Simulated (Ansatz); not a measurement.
Results of PBE+SOC (Ansatz, a first-principles code, plane waves, PAW) for zinc-blende InN (metastable phase).

Run with plane-wave cutoff 520 eV, 12×12×12 k mesh, Fermi–Dirac smearing 0.01 eV, PAW data made under PBE.

Energies at three volumes about the minimum:

```csv
V (Å³/atom),E − E_lowest (meV/atom)
15.753,2.54
16.075,0.00
16.396,2.35
```

Q: Fit a parabola by hand: where is the minimum, what lattice constant follows, and what is the bulk modulus?

A: Slopes: (0.00 − 2.54)/(16.075 − 15.753) = -7.888 and (2.35 − 0.00)/(16.396 − 16.075) = 7.321 meV/Å³. Curvature E″ = 2 × (7.321 − (-7.888))/(16.396 − 15.753) = 47.306 meV/Å⁶. From the middle of the first interval, the slope vanishes at V0 = 15.9140 − (-7.888)/47.306 = 16.081 Å³/atom. B = V0 E″ = 16.081 × 47.306 meV/Å³ × 0.1602 GPa per meV/Å³ = 122 GPa. With 8 atoms in the cube, a = (8 × 16.081)^(1/3) = 5.048 Å. The full Birch–Murnaghan fit to all volumes gives V0 = 16.075 Å³/atom and B0 = 122 GPa.

Measured, for comparison: lattice constant a 5.01 ± 0.01 Å (temperature not stated, not corrected to a static lattice, epilayer on 3C-SiC; as tabulated in Schörmann, As, Lischka, Schley, Goldhahn et al., Appl. Phys. Lett. 89, 261903 …).

Note: the gap of the solid is closed in this run; this level leaves the solid without a gap, although one is measured.
